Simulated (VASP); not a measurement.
## Be16H (a cell with a defect): single point with LDA

The system is Be16H (a cell with a defect).

```xyz
17
Lattice="-2.2900 -3.9664 0.0000 3.4350 -1.9832 0.0000 0.0000 0.0000 7.1769" Properties=species:S:1:pos:R:3 pbc="T T T"
Be   -0.0009   -3.9547   -0.0037
Be   -0.0071   -2.6365    1.7740
Be   -0.0007   -3.9232    3.5665
Be   -0.0095   -2.6354    5.3853
Be   -1.1385   -1.9832    0.0216
Be    2.2897   -2.6478    1.7997
Be   -1.1386   -1.9847    3.5894
Be    2.2882   -2.6784    5.4051
Be    1.1371   -1.9822   -0.0046
Be    1.1570   -0.6647    1.7796
Be    1.1123   -1.9994    3.5673
Be    1.1128   -0.6390    5.4051
Be   -0.0154    0.0124    0.0144
Be    1.1502   -4.6198    1.7992
Be    0.0282   -0.0136    3.5679
Be    1.1785   -4.6035    5.4059
H     2.2850   -1.3159    4.4814
```

The cell was built by a generator and needn't be a form met in nature.

- Program: VASP 6.6.1
- Task: single point
- Functional: LDA
- Potentials or basis: VASP PAW LDA potentials, release 64 (Be, H)
- Cutoff: 520 eV
- k mesh: 5 × 6 × 4
- Occupations: fermi-dirac, width 0.05 eV
- Spin: no spin polarisation
- Dipole correction: no
- Further INCAR settings: LREAL = Auto; ALGO = Fast; EDIFF = 1e-06; NBANDS = 30

```yaml
Pressure: -5.4 GPa
Largest_force: 0.015 eV/Å
Band_gap_on_the_k_mesh: none (metal or under the smearing width)
```

Forces in eV/Å, atoms in the order of the input:
```
Be  -0.003 -0.002 -0.005
Be  -0.007  0.005 -0.001
Be   0.006 -0.006  0.004
Be   0.001  0.002 -0.003
Be   0.001 -0.001  0.005
Be  -0.003  0.002 -0.005
Be   0.008  0.005 -0.011
Be   0.001 -0.005  0.004
Be   0.004 -0.002  0.005
Be   0.000  0.002  0.003
Be  -0.008 -0.001 -0.004
Be  -0.004  0.004 -0.004
Be   0.003 -0.001  0.006
Be   0.001 -0.003  0.003
Be   0.006 -0.001 -0.005
Be  -0.010  0.001 -0.004
H    0.004  0.001  0.013
```

Stress tensor (GPa, compression positive):
```
-4.65  0.05  0.00
 0.05 -4.60  0.00
 0.00  0.00 -7.04
```

Levels at points of the mesh, in eV from the Fermi level:
```tsv
k point	band 12	band 13	band 14	band 15	band 16	band 17	band 18	band 19	band 20	band 21
(0.00, 0.00, 0.00)	-4.25	-4.15	-3.66	-0.07	0.03	0.28	0.49	0.84	1.01	1.07
(0.00, 0.50, 0.00)	-4.09	-3.68	-3.67	-2.85	-2.66	0.27	0.49	0.73	0.75	0.94
(0.00, 0.00, 0.50)	-3.60	-2.43	-2.26	-2.11	-2.02	0.44	1.31	1.53	1.68	1.72
(0.00, 0.50, 0.50)	-4.97	-3.86	-3.85	-3.64	-3.58	0.86	1.50	1.55	1.91	2.14
```

It took 2.6 min on 1 thread of AMD EPYC 9R45 96-Core Processor (Zen 5), with other jobs on the host, peak memory 0.25 GiB.
